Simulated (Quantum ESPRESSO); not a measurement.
Input of a Quantum ESPRESSO 7.5 run:

pw.in

```
&CONTROL
  calculation = 'scf'
  prefix = 'pwscf'
  outdir = './tmp'
  pseudo_dir = './pseudo'
  tprnfor = .true.
  tstress = .true.
  disk_io = 'nowf'
/
&SYSTEM
  ibrav = 0
  nat = 2
  ntyp = 2
  ecutwfc = 60
  ecutrho = 480
  nbnd = 15
  occupations = 'smearing'
  smearing = 'fd'
  degauss = 0.00367493
/
&ELECTRONS
  conv_thr = 4d-10
  electron_maxstep = 120
  mixing_beta = 0.5
/
ATOMIC_SPECIES
Ta   180.9479 Ta_pbe_v1.uspp.F.UPF
N     14.0070 N.pbe-n-radius_5.UPF
CELL_PARAMETERS angstrom
   0.0000000000    2.2113230000    2.2113230000
   2.2113230000    0.0000000000    2.2113230000
   2.2113230000    2.2113230000    0.0000000000
ATOMIC_POSITIONS crystal
Ta     0.5135260000    0.4842130000    0.5289790000
N     -0.0129020000   -0.0147020000    0.0156950000
K_POINTS automatic
10 10 10 0 0 0
```

Potentials or basis: SSSP 1.3 efficiency PBE.

The run is started by

```bash
$ OMP_NUM_THREADS=1 pw.x -in pw.in > pw.out
```

Question: Predict the pressure.

Answer: 0.0 GPa.

Question: What does it give for the largest force?

Answer: 0.826 eV/Å.

Stress tensor (GPa, compression positive):
```
-1.18 -0.18 -0.07
-0.18  1.42 -0.31
-0.07 -0.31 -0.26
```

The run has no spin-orbit coupling, so splittings on Ta are missing.
